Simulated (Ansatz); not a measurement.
# InSb: energy along a strain

InSb, F-43m, a = 6.478 Å (as given, not relaxed at this level: 3.1 GPa). Ansatz: PBE, PAW, 420 eV, Γ-centred 12×12×12 mesh on 2 atoms, Gaussian smearing 0.15 eV; no spin polarisation. Cell vectors (Å): 0.000 3.239 3.239; 3.239 0.000 3.239; 3.239 3.239 0.000. The cell is strained by x per cent times the pattern (0 0 1 0 0 0) in the order xx yy zz yz xz xy (engineering shears), with fractional coordinates held. y is the free energy over the start, V0 = 33.984 Å³/atom.

| x (%) | y (meV/atom) |
| --- | --- |
| -4.00 | ? |
| -3.00 | 26.68 |
| -2.00 | 16.28 |
| -1.00 | 7.39 |
| 0.00 | 0.00 |
| 1.00 | -5.95 |
| 2.00 | -10.48 |
| 3.00 | -13.62 |
| 3.50 | -14.69 |
| 4.00 | -15.43 |

Fit y = c1 x + c2 x² + c3 x³ to the other rows, get the stiffness along the pattern, and predict the missing energy.

Least squares on the rows shown. y = −6.6651 x + 0.72532 x² − 0.0058134 x³. The clamped-ion stiffness p·C·p = 2 × 7.253 eV × 160.2 / 33.984 Å³ = 68 GPa, which is C33 in these axes (C11 of the cubic crystal) (second derivative at the start, which stands under stress). At x = -4.00 the fit asked for gives 38.64 meV/atom. The run gave 38.65 meV/atom, so the fit is 0.01 meV/atom too low, a small miss on the scale of the series.